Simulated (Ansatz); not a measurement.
# Relativity in InSb

```yaml
crystal:
  lattice:
    - [0.00000, 3.23910, 3.23910]
    - [3.23910, 0.00000, 3.23910]
    - [3.23910, 3.23910, 0.00000]
  atoms:
    - { symbol: In, position: [0.00000, 0.00000, 0.00000] }
    - { symbol: Sb, position: [0.75000, 0.75000, 0.75000] }
```

Atoms are numbered in the order listed.

The cell is COD entry 9008853, as deposited and not checked against the literature; nothing was relaxed.

One fixed cell is solved with PBE by all-electron LAPW in Ansatz 0.2.0 under different relativistic treatments. Pressure is positive in compression.

Settings: a Γ-centred 9×9×9 k mesh, Fermi–Dirac smearing of 0.05 eV, basis error target 0.25 meV/atom, no spin polarisation.

| setting | P (GPa) | gap over the k mesh and a high-symmetry path (eV) | lowest level at Γ above −25 eV, from the valence-band top or, without a gap, the Fermi level (eV) |
| --- | --- | --- | --- |
| scalar-relativistic | 3.16 | none | ? |
| non-relativistic | ? | 1.20 | -15.60 |
| with spin–orbit coupling | 3.14 | none | -15.32 |

Problem. What belongs in the row "scalar-relativistic", column "lowest level at Γ above −25 eV, from the valence-band top or, without a gap, the Fermi level (eV)"?

Solution. -14.65.

Problem. What belongs in the row "non-relativistic", column "P (GPa)"?

Solution. 4.34.
